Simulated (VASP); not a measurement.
Runs of VASP 6.6.1 on C. Symmetry: Fmmm, No. 69, orthorhombic system. Conventional cell: a = 2.456 Å, b = 4.254 Å, c = 6.696 Å, α = 90.00°, β = 90.00°, γ = 90.00°. C (site symmetry m2m) has 3 C at 1.42 Å as nearest neighbours. This isn't the form of C at room conditions, which is graphite.

```tsv
task	cell	further INCAR settings	gap on the mesh (eV)	pressure (GPa)
single point	volume scaled by 0.99	ALGO = Fast; EDIFF = 1e-06; NBANDS = 11	0.08	8.0
single point	volume scaled by 1.06	ALGO = Fast; EDIFF = 1e-06; NBANDS = 11	0.07	(a)
single point	as given	ALGO = Fast; EDIFF = 1e-07; NBANDS = 11	0.08	5.0
electric field gradients	volume scaled by 0.99, crystal datasets	ALGO = Fast; EDIFF = 1e-08; NBANDS = 11	0.08	8.0
```

Alike in all rows: level PBE; potentials or basis VASP PAW PBE potentials, release 64 (C); no spin polarisation; k mesh 18 × 18 × 18; cutoff (eV) 520; smearing fermi-dirac 0.05 eV.

Task: Fill in the values left out.

Result: (a) -10.3.

A k mesh can miss the band edges.
